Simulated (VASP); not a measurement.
# Ni (Fm-3m) in VASP: a series of runs, part 2 of 2

VASP 6.6.1.

### 3 Band structure, PBE+D3(BJ), collinear spin, ferromagnetic start

This run uses another cell than the first one, of 10.50 Å³/atom, 1.013 times its volume.

File INCAR:

```
PREC = Accurate ; ENCUT = 520
EDIFF = 1E-6 ; ISMEAR = 1
SIGMA = 0.1 ; LREAL = F
LASPH = T ; NELM = 150
ALGO = Normal ; ISIF = 2
LWAVE = F ; LCHARG = F
ISPIN = 2 ; MAGMOM = 2
LORBIT = 11 ; LMAXMIX = 4
GGA = PE ; IVDW = 12
NBANDS = 15 ; AMIX = 0.2
BMIX = 1E-4 ; AMIX_MAG = 0.8
BMIX_MAG = 1E-4 ; ICORELEVEL = 1
```

File KPOINTS:

```
Automatic mesh
0
Gamma
  18 18 18
```

File POSCAR:

```
Ni                                      
1.0
    0.0000000000      1.7379788573      1.7379788573
    1.7379788573      0.0000000000      1.7379788573
    1.7379788573      1.7379788573      0.0000000000
  Ni            
     1
Direct
     0.0000000000000000    0.0000000000000000    0.0000000000000000
```

File KPOINTS_OPT:

```
explicit points
106
Reciprocal
 0.0000000000  0.0000000000  0.0000000000 1
 0.0555555556  0.0000000000  0.0555555556 1
 0.1111111111  0.0000000000  0.1111111111 1
 0.1666666667  0.0000000000  0.1666666667 1
 0.2222222222  0.0000000000  0.2222222222 1
 0.2777777778  0.0000000000  0.2777777778 1
 0.3333333333  0.0000000000  0.3333333333 1
 0.3888888889  0.0000000000  0.3888888889 1
 0.4444444444  0.0000000000  0.4444444444 1
 0.5000000000  0.0000000000  0.5000000000 1
 0.5000000000  0.0000000000  0.5000000000 1
 0.5000000000  0.0277777778  0.5277777778 1
 0.5000000000  0.0555555556  0.5555555556 1
 0.5000000000  0.0833333333  0.5833333333 1
 0.5000000000  0.1111111111  0.6111111111 1
 0.5000000000  0.1388888889  0.6388888889 1
 0.5000000000  0.1666666667  0.6666666667 1
 0.5000000000  0.1944444444  0.6944444444 1
 0.5000000000  0.2222222222  0.7222222222 1
 0.5000000000  0.2500000000  0.7500000000 1
 0.5000000000  0.2500000000  0.7500000000 1
 0.4861111111  0.2638888889  0.7500000000 1
 0.4722222222  0.2777777778  0.7500000000 1
 0.4583333333  0.2916666667  0.7500000000 1
 0.4444444444  0.3055555556  0.7500000000 1
 0.4305555556  0.3194444444  0.7500000000 1
 0.4166666667  0.3333333333  0.7500000000 1
 0.4027777778  0.3472222222  0.7500000000 1
 0.3888888889  0.3611111111  0.7500000000 1
 0.3750000000  0.3750000000  0.7500000000 1
 0.3750000000  0.3750000000  0.7500000000 1
 0.3333333333  0.3333333333  0.6666666667 1
 0.2916666667  0.2916666667  0.5833333333 1
 0.2500000000  0.2500000000  0.5000000000 1
 0.2083333333  0.2083333333  0.4166666667 1
 0.1666666667  0.1666666667  0.3333333333 1
 0.1250000000  0.1250000000  0.2500000000 1
 0.0833333333  0.0833333333  0.1666666667 1
 0.0416666667  0.0416666667  0.0833333333 1
 0.0000000000  0.0000000000  0.0000000000 1
 0.0000000000  0.0000000000  0.0000000000 1
 0.0555555556  0.0555555556  0.0555555556 1
 0.1111111111  0.1111111111  0.1111111111 1
 0.1666666667  0.1666666667  0.1666666667 1
 0.2222222222  0.2222222222  0.2222222222 1
 0.2777777778  0.2777777778  0.2777777778 1
 0.3333333333  0.3333333333  0.3333333333 1
 0.3888888889  0.3888888889  0.3888888889 1
 0.4444444444  0.4444444444  0.4444444444 1
 0.5000000000  0.5000000000  0.5000000000 1
 0.5000000000  0.5000000000  0.5000000000 1
 0.5138888889  0.4722222222  0.5138888889 1
 0.5277777778  0.4444444444  0.5277777778 1
 0.5416666667  0.4166666667  0.5416666667 1
 0.5555555556  0.3888888889  0.5555555556 1
 0.5694444444  0.3611111111  0.5694444444 1
 0.5833333333  0.3333333333  0.5833333333 1
 0.5972222222  0.3055555556  0.5972222222 1
 0.6111111111  0.2777777778  0.6111111111 1
 0.6250000000  0.2500000000  0.6250000000 1
 0.6250000000  0.2500000000  0.6250000000 1
 0.6111111111  0.2500000000  0.6388888889 1
 0.5972222222  0.2500000000  0.6527777778 1
 0.5833333333  0.2500000000  0.6666666667 1
 0.5694444444  0.2500000000  0.6805555556 1
 0.5555555556  0.2500000000  0.6944444444 1
 0.5416666667  0.2500000000  0.7083333333 1
 0.5277777778  0.2500000000  0.7222222222 1
 0.5138888889  0.2500000000  0.7361111111 1
 0.5000000000  0.2500000000  0.7500000000 1
 0.5000000000  0.2500000000  0.7500000000 1
 0.5000000000  0.2777777778  0.7222222222 1
 0.5000000000  0.3055555556  0.6944444444 1
 0.5000000000  0.3333333333  0.6666666667 1
 0.5000000000  0.3611111111  0.6388888889 1
 0.5000000000  0.3888888889  0.6111111111 1
 0.5000000000  0.4166666667  0.5833333333 1
 0.5000000000  0.4444444444  0.5555555556 1
 0.5000000000  0.4722222222  0.5277777778 1
 0.5000000000  0.5000000000  0.5000000000 1
 0.5000000000  0.5000000000  0.5000000000 1
 0.4861111111  0.4861111111  0.5277777778 1
 0.4722222222  0.4722222222  0.5555555556 1
 0.4583333333  0.4583333333  0.5833333333 1
 0.4444444444  0.4444444444  0.6111111111 1
 0.4305555556  0.4305555556  0.6388888889 1
 0.4166666667  0.4166666667  0.6666666667 1
 0.4027777778  0.4027777778  0.6944444444 1
 0.3888888889  0.3888888889  0.7222222222 1
 0.3750000000  0.3750000000  0.7500000000 1
 0.6250000000  0.2500000000  0.6250000000 1
 0.6111111111  0.2222222222  0.6111111111 1
 0.5972222222  0.1944444444  0.5972222222 1
 0.5833333333  0.1666666667  0.5833333333 1
 0.5694444444  0.1388888889  0.5694444444 1
 0.5555555556  0.1111111111  0.5555555556 1
 0.5416666667  0.0833333333  0.5416666667 1
 0.5277777778  0.0555555556  0.5277777778 1
 0.5138888889  0.0277777778  0.5138888889 1
 0.5000000000  0.0000000000  0.5000000000 1
 0.0000000000  0.0000000000  0.0000000000 1
 0.3750000000  0.3750000000  0.7500000000 1
 0.5000000000  0.5000000000  0.5000000000 1
 0.6250000000  0.2500000000  0.6250000000 1
 0.5000000000  0.2500000000  0.7500000000 1
 0.5000000000  0.0000000000  0.5000000000 1
```

Potentials or basis: VASP PAW PBE potentials, release 64 (Ni).

On the command line:

```sh
$ cat potpaw_PBE.64/Ni/POTCAR > POTCAR
$ mpirun -np 1 vasp_std > vasp.out
```

OUTCAR:

```text
PREC = Accurate
   ENCUT = 520
   EDIFF = 1E-6
   ISMEAR = 1
   LREAL = F
   LASPH = T
   NELM = 150
   ISIF = 2
   ISPIN = 2
   LORBIT = 11
   GGA = PE
   IVDW = 12
   AMIX = 0.2
   AMIX_MAG = 0.8
 IVDW          = 12

 ion  position               nearest neighbor table
   1  0.000  0.000  0.000-

  LATTYP: Found a face centered cubic cell.
 ALAT       =     3.4759577146

  Lattice vectors:

 A1 = (   0.0000000000,   1.7379788573,   1.7379788573)
 A2 = (   1.7379788573,   0.0000000000,   1.7379788573)
 A3 = (   1.7379788573,   1.7379788573,   0.0000000000)

Analysis of symmetry for initial positions (statically):
=====================================================================
 Subroutine PRICEL returns:
 Original cell was already a primitive cell.

 Routine SETGRP: Setting up the symmetry group for a
 face centered cubic supercell.

 Subroutine GETGRP returns: Found 48 space group operations
 (whereof 48 operations were pure point group operations)
 out of a pool of 48 trial point group operations.

The static configuration has the point symmetry O_h .

[... 492 lines left out ...]
     12      41.2246      0.00000
     13      41.2246      0.00000
     14      43.8766      0.00000
[... 401 lines left out ...]
      2       7.6248      1.00000
      3       8.2821      1.00000
      4       8.3446      1.00000
      5       9.1247      1.00000
      6       9.4703      1.00000
      7      25.3680      0.00000
      8      32.3740      0.00000
      9      35.8164      0.00000
     10      38.0927      0.00000
     11      40.4509      0.00000
     12      40.6591      0.00000
     13      45.1535      0.00000
     14      46.4157      0.00000
     15      49.5154      0.00000

 [... further k-points ...]

------------------------ aborting loop because EDIFF is reached ----------------------------------------

 Edisp (eV)   -0.47999

 E8    (eV) :    -0.2076

  FORCE on cell =-STRESS in cart. coord.  units (eV):
  Direction    XX          YY          ZZ          XY          YZ          ZX
  --------------------------------------------------------------------------------------
  -------------------------------------------------------------------------------------
  Total       0.00567     0.00567     0.00567    -0.00000     0.00000     0.00000
  in kB       0.86481     0.86481     0.86481    -0.00000     0.00000     0.00000
  external pressure =        0.86 kB  Pullay stress =        0.00 kB

 VOLUME and BASIS-vectors are now :
 -----------------------------------------------------------------------------
  energy-cutoff  :      520.00
  volume of cell :       10.50
      direct lattice vectors                 reciprocal lattice vectors
     0.000000000  1.737978857  1.737978857    -0.287690496  0.287690496  0.287690496
     1.737978857  0.000000000  1.737978857     0.287690496 -0.287690496  0.287690496
     1.737978857  1.737978857  0.000000000     0.287690496  0.287690496 -0.287690496

 POSITION                                       TOTAL-FORCE (eV/Angst)
 -----------------------------------------------------------------------------------
      0.00000      0.00000      0.00000         0.000000      0.000000      0.000000
 -----------------------------------------------------------------------------------
    total drift:                                0.000000     -0.000000     -0.000000

  FREE ENERGIE OF THE ION-ELECTRON SYSTEM (eV)
  ---------------------------------------------------
  free  energy   TOTEN  =        -5.9432168291 eV

  energy  without entropy=       -5.9435966625  energy(sigma->0) =       -5.94334344

 total charge

# of ion       s       p       d       tot
------------------------------------------
    1        0.513   0.530   8.332   9.375

 magnetization (x)

# of ion       s       p       d       tot
------------------------------------------
    1       -0.007  -0.025   0.653   0.621
```

OSZICAR:

```text
N       E                     dE             d eps       ncg     rms          rms(c)
DAV:   1     0.338143583919E+02    0.33814E+02   -0.44024E+03 12364   0.925E+02
DAV:   2    -0.487060964530E+01   -0.38685E+02   -0.35548E+02 13086   0.164E+02
[... 11 lines left out ...]
DAV:  14    -0.546322629856E+01   -0.11170E-05   -0.27592E-06 10176   0.173E-02    0.182E-03
DAV:  15    -0.546322618290E+01    0.11566E-06   -0.40471E-08  7516   0.185E-03
   1 F= -.59432168E+01 E0= -.59433434E+01  d E =0.379833E-03  mag=     0.6127
       N       E                     dE             ncg
DAV:   1     0.131950517339E+05   -0.39734E+05     6708
DAV:   2     0.894956225828E+04   -0.42455E+04     7102
DAV:   3     0.880102404146E+04   -0.14854E+03     7935
DAV:   4     0.880033977020E+04   -0.68427E+00     8042
DAV:   5     0.880033437821E+04   -0.53920E-02     8177
DAV:   6     0.880033432567E+04   -0.52535E-04     7971
DAV:   7     0.880033432504E+04   -0.63172E-06     6525
```

It took 34 s on 1 thread of Intel Xeon 6975P-C (Granite Rapids), shared host; peak memory 0.19 GiB.

Results:

```
Free energy                                           : -5.9432 eV
Pressure                                              : 0.1 GPa
Band gap along the path                               : none (metal or under the smearing width)
Net moment                                            : 0.61 μB per cell
Site moments                                          : Ni +0.62 μB
Valence electrons inside the program's atomic spheres : Ni 9.38
Dispersion energy per atom                            : -0.480 eV
```

Core levels (eV, on the scale of the bands):
```tsv
atom	levels
1 Ni	1s -8194.5, 2s -964.6, 2p -827.4, 3s -93.4, 3p -53.8
```

Caveat: pairwise dispersion overbinds metals, which lowers pressure and volume.
